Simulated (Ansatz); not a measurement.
Ti3SiC2:
```yaml
crystal:
  lattice:
    - [3.06762, 0.00000, 0.00000]
    - [-1.53381, 2.65664, 0.00000]
    - [0.00000, 0.00000, 17.67619]
  atoms:
    - { symbol: Ti, position: [0.66667, 0.33333, 0.36481] }
    - { symbol: Ti, position: [0.33333, 0.66667, 0.63519] }
    - { symbol: Ti, position: [0.33333, 0.66667, 0.86481] }
    - { symbol: Ti, position: [0.66667, 0.33333, 0.13519] }
    - { symbol: Ti, position: [0.00000, 0.00000, 0.50000] }
    - { symbol: Ti, position: [0.00000, 0.00000, 0.00000] }
    - { symbol: Si, position: [0.00000, 0.00000, 0.75000] }
    - { symbol: Si, position: [0.00000, 0.00000, 0.25000] }
    - { symbol: C, position: [0.33333, 0.66667, 0.42749] }
    - { symbol: C, position: [0.66667, 0.33333, 0.57251] }
    - { symbol: C, position: [0.66667, 0.33333, 0.92749] }
    - { symbol: C, position: [0.33333, 0.66667, 0.07251] }
```

Relaxed with r²SCAN. Special points in fractions of this cell's reciprocal vectors: Γ (0.000, 0.000, 0.000); M (0.500, 0.000, 0.000); K (0.333, 0.333, 0.000); A (0.000, 0.000, 0.500); L (0.500, 0.000, 0.500); H (0.333, 0.333, 0.500).

Task: List the band energies nearest the Fermi level at these points for DFT-r²SCAN in the program Ansatz with PAW potentials.

Result: In eV from the Fermi level; about four levels below and three above (degenerate sets whole), none deeper than 8.9 eV; points with the same levels are listed once.

| k | below | above |
|---|---|---|
| Γ | -1.83 -1.83 -1.79 -1.79 -1.33 | 0.37 0.62 0.62 |
| M | -2.05 -1.98 -1.73 -1.61 | 1.29 1.42 1.54 |
| K | -2.58 -2.58 -2.37 -2.34 | 0.00 0.00 1.34 |
| A | -1.81 -1.81 -1.81 -1.81 -1.79 -1.79 | 0.54 0.54 0.64 0.64 0.64 0.64 |
| L | -2.01 -2.01 -1.67 -1.67 | 1.47 1.47 1.51 1.51 |
| H | -2.61 -2.61 -2.36 -2.36 | 0.00 0.00 1.44 1.44 |

Space group P6_3/mmc. The r²SCAN relaxation kept the symmetry of its start; of distortions, only those at the zone centre were tested. The run is not spin-polarised.

Potentials: the earlier of the program's two PAW sets.
